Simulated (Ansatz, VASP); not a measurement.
# CdS (Hawleyite) in two plane-wave programs, part 2 of 2

Aim: how closely do two programs agree when they are given the same cell, functional and k mesh? The cell is taken from a series of VASP runs on this material, whose earlier steps may have relaxed, scaled or displaced it; both programs get it as it stands.

VASP 6.6.1 and Ansatz 0.2.0.

So far. Step 4 (Comparison): The walks stopped with -0.02 GPa left in Ansatz and 0.02 GPa in VASP; each walk ends within a tolerance, so the volume difference is uncertain by about these residues over the bulk modulus, most in soft cells.

**6. VASP: band structure, PBE0**

Level of this step: PBE0; plane waves and PAW (Cd, S) (VASP).

The same cell, functional, mesh and smearing now go to VASP, with its own data sets and cutoff.

The run reads the wave functions of an earlier VASP run, which isn't shown here.

File INCAR:

```
SYSTEM = CdS
PREC = Accurate
ENCUT = 357
EDIFF = 1E-06
NELM = 100
ISMEAR = 0
SIGMA = 0.03
LREAL = .FALSE.
ALGO = Normal
LHFCALC = .TRUE.
AEXX = 0.25
GGA = PE
LASPH = .TRUE.
NBANDS = 15
PRECFOCK = Fast
HFRCUT = -1
LORBIT = 11
LWAVE = .FALSE.
LCHARG = .FALSE.
KPAR = 4
```

File POSCAR:

```
CdS
1.0
    0.0000000000      2.9165000000      2.9165000000
    2.9165000000      0.0000000000      2.9165000000
    2.9165000000      2.9165000000      0.0000000000
Cd S
1 1
Direct
    0.0000000000      0.0000000000      0.0000000000
    0.7500000000      0.7500000000      0.7500000000
```

File KPOINTS:

```
Automatic mesh
0
Gamma
4 4 4
0 0 0
```

File KPOINTS_OPT:

```
Line mode
10
Line-mode
Reciprocal
  0.00000000   0.00000000   0.00000000 GAMMA
  0.50000000   0.00000000   0.50000000 X

  0.50000000   0.00000000   0.50000000 X
  0.50000000   0.25000000   0.75000000 W

  0.50000000   0.25000000   0.75000000 W
  0.37500000   0.37500000   0.75000000 K

  0.37500000   0.37500000   0.75000000 K
  0.00000000   0.00000000   0.00000000 GAMMA

  0.00000000   0.00000000   0.00000000 GAMMA
  0.50000000   0.50000000   0.50000000 L

  0.50000000   0.50000000   0.50000000 L
  0.62500000   0.25000000   0.62500000 U

  0.62500000   0.25000000   0.62500000 U
  0.50000000   0.25000000   0.75000000 W

  0.50000000   0.25000000   0.75000000 W
  0.50000000   0.50000000   0.50000000 L

  0.50000000   0.50000000   0.50000000 L
  0.37500000   0.37500000   0.75000000 K

  0.62500000   0.25000000   0.62500000 U
  0.50000000   0.00000000   0.50000000 X
```

The projector-augmented-wave data sets are Cd and S (PBE family, release 64).

The run is started by

```console
mpirun -np 4 vasp_std
```

Numbers of over 12 decimals in the logs are rounded to 6 here.

The log of the run:

```text
[banner, memory and clock lines left out]
running    4 mpi-ranks, on    1 nodes
[...]
LDA part: xc-table for (Slater+PW92), standard interpolation
 found WAVECAR, reading the header
 POSCAR, INCAR and KPOINTS ok, starting setup
[...]
HFRCUT set to (new)   9.118060
 reading WAVECAR
 the WAVECAR file was read successfully
 initial charge from wavefunction
 entering main loop
       N       E                     dE             d eps       ncg     rms          rms(c)
DAV:   1    -0.814872891933E+01   -0.81487E+01   -0.10067E+00   240   0.115E+01    0.326E+00
DAV:   2    -0.814519312476E+01    0.35358E-02   -0.81309E-02   275   0.387E+00    0.186E+00
DAV:   3    -0.813689554402E+01    0.82976E-02   -0.16326E-02   275   0.153E+00    0.116E+00
DAV:   4    -0.813586302302E+01    0.10325E-02   -0.30168E-03   268   0.510E-01    0.739E-01
[...]
DAV:   8    -0.813569889805E+01    0.72424E-05   -0.57938E-06   268   0.156E-02    0.772E-02
DAV:   9    -0.813569706067E+01    0.18374E-05   -0.17617E-06   254   0.926E-03    0.425E-02
DAV:  10    -0.813569663839E+01    0.42228E-06   -0.65162E-07   190   0.598E-03
   1 F= -.81356966E+01 E0= -.81356966E+01  d E =-.115577E-24
 Start KPOINTS_OPT (optional k-point list driver)
k-point batch [1-8\100]
       N       E                     dE             ncg
DAV:   1     0.904684092160E+02   -0.15314E+04      248
DAV:   2    -0.869748752536E+03   -0.96022E+03      268
DAV:   3    -0.914666582960E+03   -0.44918E+02      331
DAV:   4    -0.915202486962E+03   -0.53590E+00      317
DAV:   5    -0.915206648584E+03   -0.41616E-02      317
DAV:   6    -0.915206715314E+03   -0.66730E-04      303
DAV:   7    -0.915206717128E+03   -0.18141E-05      303
DAV:   8    -0.915206717183E+03   -0.54806E-07      232
[...]
k-point batch [97-100\100]
       N       E                     dE             ncg
DAV:   1     0.207491300056E+04   -0.22548E+04      144
DAV:   2     0.167754598423E+04   -0.39737E+03      148
DAV:   3     0.166289477064E+04   -0.14651E+02      148
DAV:   4     0.166274040947E+04   -0.15436E+00      176
DAV:   5     0.166273911904E+04   -0.12904E-02      162
DAV:   6     0.166273910142E+04   -0.17619E-04      148
DAV:   7     0.166273910107E+04   -0.35285E-06      132
```

From OUTCAR (step 6):

```text
 POSITION                                       TOTAL-FORCE (eV/Angst)
 -----------------------------------------------------------------------------------
      0.00000      0.00000      0.00000        -0.000000      0.000000      0.000000
      4.37475      4.37475      4.37475         0.000000     -0.000000     -0.000000
 -----------------------------------------------------------------------------------
    total drift:                               -0.000084     -0.000115     -0.000066

  FREE ENERGIE OF THE ION-ELECTRON SYSTEM (eV)
  ---------------------------------------------------
  free  energy   TOTEN  =        -8.1356966384 eV

  energy  without entropy=       -8.1356966384  energy(sigma->0) =       -8.13569664

[... 3 further parts left out ...]
[key lines of the parts left out:]
E-fermi :   0.5119
```

The k-mesh is coarse for unscreened exact exchange, which converges slowly with it.

**7. Differences**

What differs besides the data sets and the points named for the pairs above, as far as they apply: exact exchange at q = 0 is treated differently, which shows on coarse meshes; VASP keeps PBE cores, Ansatz makes them for the functional; the cutoff is 420 eV in Ansatz and 357 eV in VASP; VASP takes a coarser grid for exact exchange (PRECFOCK = Fast). Total energies have different zeros and are not compared.

The two programs side by side:

```
                     quantity  Ansatz   VASP  difference
gap over the path points (eV)   2.853  2.868      -0.015
```

Levels at points of the path, from each program's valence-band top (eV; 4 filled, then empty):

```
k (reciprocal lattice)                                   Ansatz                                     VASP
     0.000 0.000 0.000      -8.46 0.00 0.00 0.00 2.85 8.43 8.43      -8.41 0.00 0.00 0.00 2.87 8.44 8.44
     0.500 0.000 0.500  -7.95 -4.27 -2.04 -2.04 5.15 6.21 11.25  -7.91 -4.28 -2.04 -2.04 5.14 6.20 11.30
     0.500 0.222 0.722   -7.77 -4.17 -2.41 -2.39 7.01 7.46 9.31   -7.73 -4.17 -2.41 -2.40 7.01 7.46 9.33
     0.403 0.347 0.750  -7.81 -4.20 -2.74 -1.72 6.07 7.40 10.24  -7.77 -4.21 -2.74 -1.73 6.07 7.41 10.27
     0.125 0.125 0.250   -8.44 -1.86 -0.71 -0.19 4.48 7.87 8.85   -8.39 -1.86 -0.71 -0.19 4.49 7.88 8.85
     0.278 0.278 0.278   -8.45 -3.01 -0.50 -0.50 4.67 8.27 8.99   -8.40 -3.02 -0.50 -0.50 4.68 8.30 9.00
     0.556 0.389 0.556   -7.96 -4.54 -1.73 -1.08 5.78 7.84 9.51   -7.91 -4.55 -1.73 -1.09 5.78 7.85 9.53
     0.583 0.250 0.667  -7.81 -4.20 -2.72 -1.80 6.21 7.41 10.06  -7.77 -4.20 -2.72 -1.80 6.21 7.42 10.09
     0.500 0.306 0.694   -7.80 -4.19 -2.61 -1.93 7.10 7.35 8.94   -7.76 -4.20 -2.61 -1.93 7.10 7.36 8.96
     0.486 0.486 0.528   -8.03 -4.73 -0.89 -0.83 4.90 8.72 8.92   -7.99 -4.74 -0.89 -0.84 4.91 8.73 8.93
```

Among the levels compared at these points, filled levels agree within 47 meV and empty ones within 49 meV.

**8. What came out**

- difference in volume (relaxation of cell and atoms, LDA): -0.53 %
- difference in gap over the path points (band structure, PBE0): -0.015 eV

What this shows: The difference in volume is -0.53 % (relaxation of cell and atoms, LDA), within the 1.2 % picked in this series as the mark of a large difference, as far as the stopping tolerances let one tell. Such differences can come from data sets, numerical settings and the points named under the comparisons, not from the functional's error against experiment.

[Lines on the potential files, build, host, timing and source positions are cut from VASP's logs without a mark.]

[Logs are printed without paths, hosts, clocks, repeated set-up lines and the standing remarks that a program may print on its own settings, such as how far it seeks lower states.]

[Hosts, paths, dates, database ids (printed as entryN), source tags and the programs' standing remarks are cut or masked in the printed files.]
